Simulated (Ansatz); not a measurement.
# ZnO: the cell at several levels of theory

One table from this session's results is given with a row withheld; the runs are named, their logs left out.

Code: Ansatz 0.2.0. PAW datasets, plane waves, zero pressure. No spin polarisation and no zero-point or thermal motion; the cell was built from a prototype and may be hypothetical.

## The system as given

This is the cell as the run starts from it, not yet at rest; its lengths are not the crystal's.

It is hexagonal, P6_3mc (No. 186); conventional cell a = 2.807 Å, c = 9.168 Å, 7.82 Å³ an atom. Near Zn stand 4 O at 1.72 Å; near O stand 4 Zn at 1.72 Å.

As a file:

```
Zn O
1.0
     2.80695    0.00000    0.00000
    -1.40348    2.43089    0.00000
     0.00000    0.00000    9.16751
Zn O
4 4
Direct
  0.00000 0.00000 0.00000
  0.33333 0.66667 0.25000
  0.00000 0.00000 0.50000
  0.66667 0.33333 0.75000
  0.00000 0.00000 0.18750
  0.33333 0.66667 0.43750
  0.00000 0.00000 0.68750
  0.66667 0.33333 0.93750
```

The first run:

File input.yaml:

```yaml
crystal:
  lattice:
    - [2.8069519459, 0.0, 0.0]
    - [-1.403475973, 2.4308916924, 0.0]
    - [0.0, 0.0, 9.1675050554]
  atoms:
    - { symbol: Zn, position: [0.0, 0.0, 0.0] }
    - { symbol: Zn, position: [0.3333333333, 0.6666666667, 0.25] }
    - { symbol: Zn, position: [0.0, 0.0, 0.5] }
    - { symbol: Zn, position: [0.6666666667, 0.3333333333, 0.75] }
    - { symbol: O, position: [0.0, 0.0, 0.1875] }
    - { symbol: O, position: [0.3333333333, 0.6666666667, 0.4375] }
    - { symbol: O, position: [0.0, 0.0, 0.6875] }
    - { symbol: O, position: [0.6666666667, 0.3333333333, 0.9375] }
kpoints:
  mp_grid: { grid: [12, 12, 4] }
hamiltonian:
  xc: pbe
scf:
  occupations: { method: fermi_dirac, width: 0.02 }
relax:
  f_tol: 0.005
  cell: {}
```

The run is started by

```
ansatz run input.yaml --threads 4 --pin off --max-ram 7372MiB --backend cpu --events-out ev --progress --plain --runs-dir out
```

Steps of the session up to this table: Relaxation with PBE; Relaxation with r2SCAN; Relaxation with PBEsol; Relaxing with LDA.

One table of the session follows, with a row left open; its other results are not shown here.

| level | a (Å) | c (Å) | volume (Å³/atom) |
| --- | --- | --- | --- |
| PBE | 3.272 | 10.630 | 12.318 |
| r2SCAN | ? | ? | ? |
| PBEsol | 3.223 | 10.470 | 11.771 |
| LDA | 3.181 | 10.340 | 11.325 |

**Question.** Estimate the row for r2SCAN.

**Answer.** a (Å): 3.226; c (Å): 10.473; volume (Å³/atom): 11.802. In the column «a (Å)» it lies between PBEsol (3.223) and PBE (3.272).

In words: The first relaxation changed the volume by +57.5 % from the start. LDA gives the smallest cell and PBE the largest; they differ by 8.8 % in volume, a mean of 2.8 % in length. The meshes differ: PBE 12×12×4, r2SCAN 12×12×2, PBEsol 12×12×2, LDA 12×12×2.
